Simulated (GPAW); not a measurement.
A calculation with GPAW 26.7.0 of Zn (cli, structure from a P1 CIF):

Zn.cif

```cif
data_Zn
_cell_length_a 2.67000000
_cell_length_b 2.67000000
_cell_length_c 4.96600000
_cell_angle_alpha 90.00000000
_cell_angle_beta 90.00000000
_cell_angle_gamma 120.00000000
_space_group_name_H-M_alt 'P1'
_space_group_name_Hall 'P 1'
_space_group_IT_number 1
loop_
_space_group_symop_operation_xyz
'x,y,z'
loop_
_atom_site_label
_atom_site_type_symbol
_atom_site_symmetry_multiplicity
_atom_site_Wyckoff_symbol
_atom_site_fract_x
_atom_site_fract_y
_atom_site_fract_z
_atom_site_occupancy
Zn1 Zn 1 a 0.6666666667 0.3333333333 0.7500000000 1
Zn2 Zn 1 a 0.3333333333 0.6666666667 0.2500000000 1
```

Potentials or basis: GPAW PAW data sets (gpaw-data 1.2.1), pw.

Launch:

```sh
$ OMP_NUM_THREADS=1 gpaw run Zn.cif -p 'mode=PW(600),xc=PBE,kpts={size:(11,11,6),gamma:True},occupations={name:fermi-dirac,width:0.05},nbands=21,convergence={density:1e-05,energy:1e-05},maxiter=150,txt=gpaw.txt' --properties efs -w gs.gpw
```

Question: Write the same calculation in another form: ASE script, structure typed inline.

Answer: As run:

run.py

```python
from ase import Atoms
from ase.dft.bandgap import bandgap
from ase.io import write
from ase.units import GPa
from gpaw import GPAW, PW

atoms = Atoms(['Zn', 'Zn'],
              cell=[[2.67, 0.0, 0.0],
                    [-1.335, 2.3122878281, 0.0],
                    [0.0, 0.0, 4.966]],
              scaled_positions=[[0.6666666667, 0.3333333333, 0.75],
                                [0.3333333333, 0.6666666667, 0.25]],
              pbc=True)

calc = GPAW(mode=PW(600),
            xc='PBE',
            kpts={'size': (11, 11, 6), 'gamma': True},
            occupations={'name': 'fermi-dirac', 'width': 0.05},
            nbands=21,
            convergence={'density': 1e-05, 'energy': 1e-05},
            maxiter=150,
            txt='gpaw.txt')
atoms.calc = calc
energy = atoms.get_potential_energy()
forces = atoms.get_forces()
stress = atoms.get_stress()
calc.write('gs.gpw')
write('result.traj', atoms)
print(f'Energy: {energy:.6f} eV')
print('Forces (eV/A):')
print(forces.round(4))
print('Stress (GPa):', (stress / GPa).round(3))
print('Fermi level:', round(calc.get_fermi_level(), 4), 'eV')
print(f'Gap: {bandgap(calc)[0]:.4f} eV, direct: {bandgap(calc, direct=True)[0]:.4f} eV')
```

Potentials or basis: GPAW PAW data sets (gpaw-data 1.2.1), pw.

Launch:

```bash
$ OMP_NUM_THREADS=1 python run.py
```

Both were run:

|  | cli, structure from a P1 CIF | ASE script, structure typed inline |
| --- | --- | --- |
| Pressure | -1.0 GPa | -1.0 GPa |
| Band gap on the k mesh | none (metal or under the smearing width) | none (metal or under the smearing width) |

Keys that steer only the numerical path or the files written may differ.
